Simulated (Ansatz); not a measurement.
# AlNi3 (Pm-3m) in Ansatz: reference runs, part 2 of 2

Ansatz 0.2.0. The steps go on from the part before.

## (3) Single point, PBEsol, collinear spin, ferromagnetic start (atoms moved at random, drawn with an rms of 0.05 Å)

Input file input.yaml:

```yaml
crystal:
  lattice:
    - [3.5230547267, 0.0, 0.0]
    - [0.0, 3.5230547267, 0.0]
    - [0.0, 0.0, 3.5230547267]
  atoms:
    - { symbol: Ni, position: [0.502685, 0.49641, 0.013577], spin: 1.0 }
    - { symbol: Ni, position: [0.50059, 0.006245, 0.497951], spin: 1.0 }
    - { symbol: Ni, position: [-0.016206, 0.497542, 0.504535], spin: 1.0 }
    - { symbol: Al, position: [-0.000142, -0.000657, -0.001982] }
kpoints:
  mp_grid: { grid: [8, 8, 8] }
scf:
  occupations: { method: fermi_dirac, width: 0.05 }
hamiltonian:
  xc: pbesol
  pseudopotentials: { kind: all_electron, lapw: { basis_error: 0.001 } }
magnetization:
  spin_polarized: true
output:
  forces: true
  stress: true
  eigenvalues: true
  populations: true
```

Potentials or basis: all-electron LAPW, scalar-relativistic.

Command:

```
$ ansatz run input.yaml --threads 4 --pin off --max-ram 12288MiB --backend cpu --events-out ev --progress --plain --runs-dir out
```

The program printed:

```text
Warning: RAYON_NUM_THREADS=4 ignored (pool sized by the plan → 4); use --threads N
Ni: projections on atomic orbitals take those of the free atom 1s2 2s2 2p6 3s2 3p6 3d8 4s2, of charge +0.00 (hamiltonian.pseudopotentials.projection_atoms)
Al: projections on atomic orbitals take those of the free atom 1s2 2s2 2p6 3s2 3p1, of charge +0.00 (hamiltonian.pseudopotentials.projection_atoms)
LAPW: plane waves up to 9.318 Å⁻¹, error target 1.0e-3 eV per atom; small_component_spin mean_spin; Al in spheres of 1.211 Å, 11 of its electrons in bands, Dirac shells []; Ni in spheres of 1.211 Å, 18 of its electrons in bands, Dirac shells [] (how accurate: hamiltonian.pseudopotentials.lapw.basis_error, Limitations)
Engine: ansatz 0.2.0, aarch64-unknown-linux-gnu
Pseudopotentials: kind: all_electron
Pseudopotential: Ni, LAPW, valence charge 18, lapw/all_electron/scalar/gaussian/Ni, Koelling and Harmon's equation, gaussian nucleus
Pseudopotential: Al, LAPW, valence charge 11, lapw/all_electron/scalar/gaussian/Al, Koelling and Harmon's equation, gaussian nucleus
Functional definition: PBEsol
  exchange = pbesol_x
  correlation = pbesol_c
Crystal: 4 atoms, lattice volume = 43.728 Å³
Basis set: ecut = 330.8203646497916 eV, 619 PW (Γ), exchange–correlation at level 2
Bands: 41, of which v1, the nominal top of the filled ones, is band 33 counted from 1 (32 counted from 0)
Symmetry: 1 space group operations
Space group: P1 (ITA 1), of the structure as read, at distance tolerance 3.5e-5 Å
Magnetic group: BNS 1.1 (UNI 1), of the structure as read, at distance tolerance 3.5e-5 Å
k-points: 260 of 512 (time reversal used)
Non-local potential: Ni, projectors of the file, none
Non-local potential: Al, projectors of the file, none
Initial density: superposition of atomic densities (chi_scale 0.1, normalization cell)
Starting moments: Σ|m| = 3 μB on 3 of 4 sites
Initial wavefunctions: plane waves of lowest kinetic energy (no species holds an atomic orbital)
Functional: x = pbesol(κ = 0.804, μ = 0.12345679012345678), c = pbesol(β = 0.046)
iter 1 solved again at ethr=9.02e-4 eV; its pass at ethr=1.00e-1 eV (dr2=5.86e-1 eV) is discarded
SCF iter   1: F=—  HF=-130641.085768 eV  |F-HF|=—  |Δ(HF+E_count)|=         —  Δρ=4.01e-2 (↑2.84e-2 ↓4.01e-2)  dr2=5.86e-1  dr2_m=4.17e-1  M=0.803 μB ∫|m|=0.951 μB  β_m=0.30  ethr=9.02e-4  ⟨swp⟩=2.1  Hψ=153966  notcnv=0
Mixer restart at iter 1: flushing history
preconditioner: auto → Kerker (q_TF=auto, 2.915 Å⁻¹)  [metal: Δε(μ)=0.003 eV  Ē_g=9.358 eV  σ=0.050 eV  W_gap=0.01  n_scr=18 (ndim 8)  ℏωp=32.3 eV  f_vac=0.000  D(μ)=3.28/eV (n_scr^D=32)]
spin=Collinear: Kerker preconditioning applied to the charge; magnetization (m = ρ↑ − ρ↓) channel mixes plain (no charge-response kernel on spin).
SCF iter   2: F=—  HF=-130640.916196 eV  |F-HF|=—  |Δ(HF+E_count)|=   1.70e-1  Δρ=2.79e-2 (↑2.08e-2 ↓2.79e-2)  dr2=3.08e-1  dr2_m=2.07e-1  M=0.791 μB ∫|m|=0.948 μB  β_m=0.63  ethr=9.01e-4  ⟨swp⟩=2.0  Hψ=63475  notcnv=0  defer=2
SCF iter   3: F=—  HF=-130641.078159 eV  |F-HF|=—  |Δ(HF+E_count)|=   1.62e-1  Δρ=1.25e-2 (↑7.24e-3 ↓1.25e-2)  dr2=2.53e-1  dr2_m=6.82e-3  M=0.604 μB ∫|m|=0.754 μB  β_m=0.46  ethr=4.74e-4  ⟨swp⟩=2.2  Hψ=63715  notcnv=0
iter 4 solved again at ethr=3.33e-5 eV; its pass at ethr=3.90e-4 eV (dr2=2.16e-2 eV) is discarded
SCF iter   4: F=—  HF=-130640.708032 eV  |F-HF|=—  |Δ(HF+E_count)|=   3.70e-1  Δρ=2.48e-3 (↑2.38e-3 ↓2.48e-3)  dr2=2.16e-2  dr2_m=5.95e-6  M=0.670 μB ∫|m|=0.832 μB  β_m=0.73  ethr=3.33e-5  ⟨swp⟩=2.0  Hψ=106853  notcnv=0
SCF iter   5: F=—  HF=-130640.707868 eV  |F-HF|=—  |Δ(HF+E_count)|=         —  Δρ=1.47e-3 (↑1.47e-3 ↓1.46e-3)  dr2=8.16e-3  dr2_m=3.87e-6  M=0.660 μB ∫|m|=0.814 μB  β_m=0.87  ethr=3.32e-5  ⟨swp⟩=2.0  Hψ=59372  notcnv=0
the basis was enlarged: its passes take 978.8 KiB over the memory plan, 4 of 4 planned eigensolver slots
SCF iter   6: F=—  HF=-130640.706505 eV  |F-HF|=—  |Δ(HF+E_count)|=   1.36e-3  Δρ=5.21e-4 (↑5.21e-4 ↓4.03e-4)  dr2=7.72e-4  dr2_m=9.19e-6  M=0.662 μB ∫|m|=0.810 μB  β_m=0.90  ethr=1.25e-5  ⟨swp⟩=2.0  Hψ=59397  notcnv=0
SCF iter   7: F=—  HF=-130640.706476 eV  |F-HF|=—  |Δ(HF+E_count)|=   2.84e-5  Δρ=4.38e-4 (↑3.44e-4 ↓4.38e-4)  dr2=4.69e-4  dr2_m=1.62e-6  M=0.666 μB ∫|m|=0.815 μB  β_m=0.90  ethr=1.19e-6  ⟨swp⟩=2.0  Hψ=59382  notcnv=0
SCF iter   8: F=—  HF=-130640.706262 eV  |F-HF|=—  |Δ(HF+E_count)|=   2.15e-4  Δρ=8.55e-5 (↑8.36e-5 ↓8.55e-5)  dr2=2.34e-5  dr2_m=1.34e-7  M=0.667 μB ∫|m|=0.816 μB  β_m=0.81  ethr=7.22e-7  ⟨swp⟩=2.0  Hψ=59368  notcnv=0
SCF iter   9: F=—  HF=-130640.706248 eV  |F-HF|=—  |Δ(HF+E_count)|=   1.33e-5  Δρ=1.63e-5 (↑1.63e-5 ↓1.62e-5)  dr2=5.84e-7  dr2_m=2.55e-8  M=0.668 μB ∫|m|=0.818 μB  β_m=0.80  ethr=3.60e-8  ⟨swp⟩=2.0  Hψ=59368  notcnv=0
SCF iter  10: F=—  HF=-130640.706248 eV  |F-HF|=—  |Δ(HF+E_count)|=   4.63e-8  Δρ=1.12e-5 (↑9.54e-6 ↓1.12e-5)  dr2=2.65e-7  dr2_m=6.01e-9  M=0.668 μB ∫|m|=0.819 μB  β_m=0.80  ethr=8.99e-10  ⟨swp⟩=2.0  Hψ=59374  notcnv=0
SCF iter  11: F=—  HF=-130640.706249 eV  |F-HF|=—  |Δ(HF+E_count)|=   1.86e-8  Δρ=1.04e-5 (↑8.31e-6 ↓1.04e-5)  dr2=2.44e-7  dr2_m=3.41e-9  M=0.668 μB ∫|m|=0.819 μB  β_m=0.60  ethr=4.08e-10  ⟨swp⟩=2.5  Hψ=59829  notcnv=0
SCF iter  12: F=—  HF=-130640.706248 eV  |F-HF|=—  |Δ(HF+E_count)|=   6.24e-8  Δρ=4.27e-6 (↑3.83e-6 ↓4.27e-6)  dr2=4.45e-8  dr2_m=5.95e-10  M=0.668 μB ∫|m|=0.819 μB  β_m=0.56  ethr=3.75e-10  ⟨swp⟩=2.0  Hψ=59368  notcnv=0
SCF iter  13: F=—  HF=-130640.706248 eV  |F-HF|=—  |Δ(HF+E_count)|=   2.18e-8  Δρ=1.49e-6 (↑1.11e-6 ↓1.49e-6)  dr2=3.84e-9  dr2_m=1.12e-10  M=0.668 μB ∫|m|=0.819 μB  β_m=0.59  ethr=6.85e-11  ⟨swp⟩=2.0  Hψ=59368  notcnv=0
SCF iter  14: F=-130640.706248 eV  HF=-130640.706248 eV  |F-HF|=1.92e-9  |Δ(HF+E_count)|=   1.73e-9  Δρ=5.70e-7 (↑4.49e-7 ↓5.70e-7)  dr2=6.57e-10  dr2_m=2.63e-12  M=0.668 μB ∫|m|=0.819 μB  ethr=5.91e-12  ⟨swp⟩=2.0  Hψ=59368  notcnv=0
SCF 1 converged in 14 iterations: F = -130640.706248 eV  dr2 = 6.57e-10
SCF converged after 14 iterations
Magnetization: 0.6684 μB (32.8342 up, 32.1658 down)
Absolute magnetization: 0.8192 μB (∫|ρ↑−ρ↓|)
Spin contamination: 0.0108 ħ² per cell (⟨S²⟩ above its minimum at these occupations)
Per-site moments (μB) at R_I (Å): [(0.24251141344245752, 1.2108587068639014), (0.2421548471542323, 1.2108587068639014), (0.2423586578924155, 1.2108587068639014), (-0.018402386131588955, 1.2108587068639014)]
Free energy (F): -130640.706248 eV
Harris-Foulkes:  -130640.706248 eV  (|F-HF|=1.92e-9)
Internal energy: -130640.675454 eV  (E = F + TS)
E sigma→0 (E₀):  -130640.690851 eV
Entropy (-TS):   -0.030795 eV (-7.699 meV/atom)
Fermi energy:    17.107941 eV
--- Per-component energies (eV) ---
  E_band       = -1308.477016
  E_kinetic    = 132624.896835
  E_xc         = -5582.946592
  E_electrostatic = -257682.625697  (all electrons and nuclei)
  E_smearing   = -0.030795  (= −TS)
  E_closure    = 0.000000  (closes the sum)
  E_atoms      = -130611.525176  (free atoms, spherical and without spin; not in F)
  Σ components = -130640.706248   (vs F -130640.706248, Δ=0.00e0)
  Basis errors (estimates in eV, not in F): energy 1.9e-4 per atom: plane waves 1.6e-4 (8.6e-5 summed), levels above the bands 1.8e-104, relativity 1.5e-8, radial functions 3.0e-5, core shells 7.3e-10; eigenvalues (radial functions only) 1.4e-6; not estimated: angular momenta, meshes, grids; target (lapw.basis_error) 1.0e-3; muffin-tin radii Al 1.211 Å, Ni 1.211 Å
--- Forces (eV/Å), atoms counted from 1 ---
  atom   1  Ni    -0.36249091     0.21317192    -0.39533982
  atom   2  Ni    -0.29208576    -0.30525515     0.26828996
  atom   3  Ni     0.57654129     0.17526019     0.04995209
  atom   4  Al     0.07803465    -0.08317673     0.07709796
  max |Σ_I F_I| component: 7.32e-7 eV/Å
--- Stress (GPa, compression-positive) ---
       -0.337777       0.176547       0.222752
        0.176547      -0.203285      -0.199027
        0.222752      -0.199027      -0.206610
  P = ⅓ Tr σ = -0.2492 GPa (-2.492 kbar)
--- Band table (eV; the first three rows and the last of 520) ---
  k-point 0 ↑: bands = ["-85.7481", "-85.7130", "-85.7125", "-84.8089", "-46.5058", "-46.5056", "-46.5054", "-46.3382", "-46.3333", "-46.3320", "-46.2647", "-46.2640", "-46.2627", "-46.1903", "-46.1899", "-46.1894", "6.8750", "12.5736", "13.2824", "13.2832", "13.6456", "13.6561", "13.6580", "15.6831", "15.6944", "15.6951", "16.5282", "16.5367", "16.8716", "17.0602", "17.0625", "17.0690", "17.9236", "17.9419", "17.9552", "23.7956", "23.8025", "24.6654", "29.5070", "29.5184", "29.5195"]
  k-point 1 ↑: bands = ["-85.7469", "-85.7142", "-85.7125", "-84.8089", "-46.5045", "-46.5041", "-46.5033", "-46.3362", "-46.3310", "-46.3294", "-46.2672", "-46.2650", "-46.2610", "-46.1973", "-46.1923", "-46.1911", "7.0705", "12.6268", "13.1675", "13.4060", "13.6788", "13.6914", "13.7024", "15.5652", "15.5794", "15.6528", "16.3859", "16.5170", "16.6757", "16.7018", "16.8021", "17.0647", "17.2553", "18.5755", "18.5893", "23.7808", "24.2394", "25.4169", "28.5529", "28.5637", "28.9851"]
  k-point 2 ↑: bands = ["-85.7436", "-85.7174", "-85.7124", "-84.8089", "-46.5011", "-46.5008", "-46.4981", "-46.3311", "-46.3257", "-46.3203", "-46.2715", "-46.2667", "-46.2593", "-46.2147", "-46.1986", "-46.1968", "7.6463", "12.3504", "13.0758", "13.7304", "13.7692", "13.7985", "13.8220", "15.2993", "15.3074", "15.5136", "15.8762", "16.2134", "16.2305", "16.4632", "16.5359", "16.6338", "17.0659", "19.7320", "19.7400", "23.7295", "24.5049", "26.5216", "26.5322", "27.1959", "28.4850"]
  k-point 259 ↓: bands = ["-85.4191", "-85.4181", "-85.4178", "-84.8124", "-46.5042", "-46.5042", "-46.5041", "-46.0586", "-46.0577", "-46.0572", "-46.0429", "-45.9354", "-45.9350", "-45.9348", "-45.8486", "-45.8474", "11.3478", "13.1393", "13.1488", "13.1525", "14.9160", "14.9214", "14.9334", "15.2199", "15.2206", "15.2331", "15.9121", "15.9371", "15.9395", "16.2124", "16.2179", "16.7624", "17.2210", "17.2256", "17.2318", "20.8139", "21.4199", "21.4205", "21.4239", "35.5275", "35.5361"]
--- Löwdin populations: 4 sites ---
  site symbol       q [e]    m [muB]
     0     Ni     27.5787     0.2434
     1     Ni     27.5787     0.2431
     2     Ni     27.5789     0.2433
     3     Al     13.6876    -0.0382
  spilling = 0.005939 (of n_electrons = 97.000000)
```

Run time: 3.9 min. Hardware: 4 threads of Arm Neoverse V2, shared host; peak memory 2.3 GiB.

Results:

```
Free energy            : -130640.7062 eV
Pressure               : -0.2 GPa
Largest force          : 0.605 eV/Å
Band gap on the k mesh : none (metal or under the smearing width)
Net moment             : 0.67 μB per cell
Absolute moment        : 0.82 μB per cell
Site moments           : Ni +0.24; Al -0.02 μB
Loewdin charges        : Ni +0.42; Al -0.69 e
```

Forces on the atoms (eV/Å):
```
Ni  -0.362  0.213 -0.395
Ni  -0.292 -0.305  0.268
Ni   0.577  0.175  0.050
Al   0.078 -0.083  0.077
```

Caveat: the atomic charges don't sum to the cell's charge.
